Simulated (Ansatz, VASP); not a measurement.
# One calculation of SiC, two programs

```xyz
2
Lattice="2.2078 2.2078 0.0000 -2.2078 2.2078 0.0000 0.0000 2.2078 2.1332" Properties=species:S:1:pos:R:3 pbc="T T T"
Si    0.0000    0.0000    0.0000
C     1.1039    3.3117    1.0666
```

Change from the starting cell: film at in-plane strain +0.02.

Alike in both runs: task single point; functional LDA; k mesh 10 × 10 × 10; no spin polarisation.

|  | VASP | Ansatz |
| --- | --- | --- |
| version | VASP 6.6.1 | Ansatz 0.2.0 |
| potentials or method | VASP PAW LDA potentials, release 64 (Si, C), cutoff 520 eV | all-electron LAPW, scalar-relativistic |
| occupations | gaussian, width 0.01 eV | fixed |

|  | VASP | Ansatz | Ansatz less VASP |
| --- | --- | --- | --- |
| gap on the k mesh at the Fermi level (eV) | 0.96 | 0.97 | +0.012 |
| pressure (GPa) | -5.2 | -5.6 | -0.41 |
| largest component of the traceless stress (GPa) | 5.54 | 5.54 | +0.007 |

Ansatz ran all-electron here, so the differences hold the error of VASP's frozen core and of both bases.

A k mesh can miss the band edges.
